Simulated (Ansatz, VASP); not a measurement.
# C in VASP and in Ansatz

```xyz
2
Lattice="2.1004 0.0000 0.0000 -1.0502 1.8190 0.0000 0.0000 0.0000 3.4026" Properties=species:S:1:pos:R:3 pbc="T T T"
C    -0.0945    1.1581    0.6975
C     1.1447    0.6609    2.7051
```

Change from the starting cell: shortest bond scaled by 0.82, LAPW.

Alike in both runs: task single point; functional PBE; k mesh 16 × 16 × 9; occupations fermi-dirac, width 0.05 eV; no spin polarisation.

|  | VASP | Ansatz |
| --- | --- | --- |
| version | VASP 6.6.1 | Ansatz 0.2.0 |
| potentials or method | VASP PAW PBE potentials, release 64 (C), cutoff 520 eV | all-electron LAPW, scalar-relativistic |

|  | VASP | Ansatz | Ansatz less VASP |
| --- | --- | --- | --- |
| pressure (GPa) | 17.3 | 17.1 | -0.23 |
| largest component of the traceless stress (GPa) | 19.47 | 19.48 | +0.010 |
| rms of the force components (eV/Å) | 1.312 | 1.323 | +0.0108 |

Atom by atom the forces differ by 0.014 eV/Å (rms over components). Ansatz ran all-electron here, so the differences hold the error of VASP's frozen core and of both bases.

Caveats: so large a pressure means that the cell lies far from this level's equilibrium, or that cutoff or potentials fall short (VASP); forces of over 1 eV/Å show positions far from the minimum, so gaps and moduli don't describe the material at rest.
